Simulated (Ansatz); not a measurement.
Relaxing SrVO₃

Method: DFT PBEsol, scalar-relativistic, plane waves, PAW (Ansatz). Settings: 420 eV cutoff, 10×10×10 k-mesh, Gaussian smearing of 0.10 eV, collinear spin.

What was changed: uniaxial strain along a, with b, c and atoms relaxed: -2.0 %.

Command:

```bash
ansatz run input.yaml --threads 1 --pin off --max-ram 2560MiB --backend cpu --events-out ev --progress --plain --runs-dir out
```

Input:

```yaml
crystal:
  lattice:
    - [3.7341143507, 0.0, 0.0]
    - [0.0, 3.8293723698, 0.0]
    - [0.0, 0.0, 3.8293723698]
  atoms:
    - { symbol: Sr, position: [0.5, 0.5, 0.5] }
    - { symbol: V, position: [0.0, 0.0, 0.0], spin: 0.22 }
    - { symbol: O, position: [0.5, 0.0, 0.0] }
    - { symbol: O, position: [0.0, 0.5, 0.0] }
    - { symbol: O, position: [0.0, 0.0, 0.5] }
basis:
  ecutwfc: 420
kpoints:
  mp_grid: { grid: [10, 10, 10] }
hamiltonian:
  xc: pbesol
scf:
  occupations: { method: gaussian, width: 0.1 }
output:
  forces: true
  stress: true
  eigenvalues: true
  populations: true
magnetization:
  spin_polarized: true
relax:
  adjacent_minimum: "off"
  f_tol: 0.008
  max_steps: 40
  cell: { stress_tol: 0.015, fix: [a, angles] }
```

F is the free energy. Steps run on the plane waves of an earlier cell, but the last one, and at times one on the way, on a freshly chosen basis, so a repeated geometry can differ a little in energy. The held parts of the cell keep their stress, so P needn't end at zero.

Steps:

```tsv
step	F − F(1) (eV)	largest force component (eV/Å)	V (Å³/atom)	P (GPa)
1	0.0000	0.000	10.951	2.26
2	0.0001	0.000	10.956	2.18
3	0.0001	0.000	10.958	2.14
4	0.0000	0.000	10.958	2.14
```

Relaxed structure:

```yaml
crystal:
  lattice:
    - [3.73411, 0.00000, 0.00000]
    - [0.00000, 3.83052, 0.00000]
    - [0.00000, 0.00000, 3.83052]
  atoms:
    - { symbol: Sr, position: [0.50000, 0.50000, 0.50000] }
    - { symbol: V, position: [0.00000, 0.00000, 0.00000] }
    - { symbol: O, position: [0.50000, 0.00000, 0.00000] }
    - { symbol: O, position: [0.00000, 0.50000, 0.00000] }
    - { symbol: O, position: [0.00000, 0.00000, 0.50000] }
```

Symmetry: P4/mmm, No. 123, tetragonal system. The conventional cell has a = 3.831 Å, b = 3.831 Å, c = 3.734 Å, α = 90.00°, β = 90.00°, γ = 90.00°. Sr (site symmetry 4/mmm) is surrounded by 12 O at 2.67 to 2.71 Å. V (site symmetry 4/mmm) has 6 O at 1.87 to 1.92 Å as nearest neighbours. O (site symmetry 4/mmm) is surrounded by 2 V at 1.87 Å. Around O (site symmetry mmm) lie 2 V at 1.92 Å.

The run converged. It took 82 s on 1 thread of Arm Neoverse V2 (shared host), peak memory 0.55 GiB.